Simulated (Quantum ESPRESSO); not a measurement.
# HfC under changes of volume

One of the cells (12.568 Å³/atom); the others are scaled copies at fixed shape and fractional positions:

```
Hf C
1.0
     0.00000    2.32500    2.32500
     2.32500    0.00000    2.32500
     2.32500    2.32500    0.00000
Hf C
1 1
Direct
  0.50000 0.50000 0.50000
  0.00000 0.00000 0.00000
```

| Item | Value |
| --- | --- |
| Program | Quantum ESPRESSO 7.5 |
| Functional | PBE |
| Potentials or basis | PseudoDojo 0.4 SR PBE stringent |
| Cutoff | 1796 eV |
| Density cutoff | 7184 eV |
| k mesh | 10 × 10 × 10 |
| Occupations | fermi-dirac, width 0.05 eV |
| Spin | no spin polarisation |

| volume (Å³/atom) | energy over the lowest point (meV/atom) | pressure (GPa) |
| --- | --- | --- |
| 11.814 | ? | ? |
| 12.065 | 16.16 | 10.5 |
| 12.317 | 4.00 | 5.1 |
| 12.568 | 0.00 | 0.1 |
| 12.819 | 3.39 | -4.4 |
| 13.071 | 13.47 | -8.4 |
| 13.322 | 29.60 | -12.1 |

Problem. What does the run at 11.814 Å³/atom give?

Solution. Energy over the lowest point 37.33 meV/atom; pressure 16.5 GPa.

Worked out: A Birch-Murnaghan fit of order 3 (a polynomial in V^(-2/3)) to the other rows has its minimum at 12.57 Å³/atom with B0 = V·E''(V) = 234 GPa and B' = 3.9. It gives 37.25 meV/atom at 11.814 Å³/atom, against the run's 37.33, and -dE/dV = 16.5 GPa, against 16.5.

Energies are extrapolated to zero smearing.
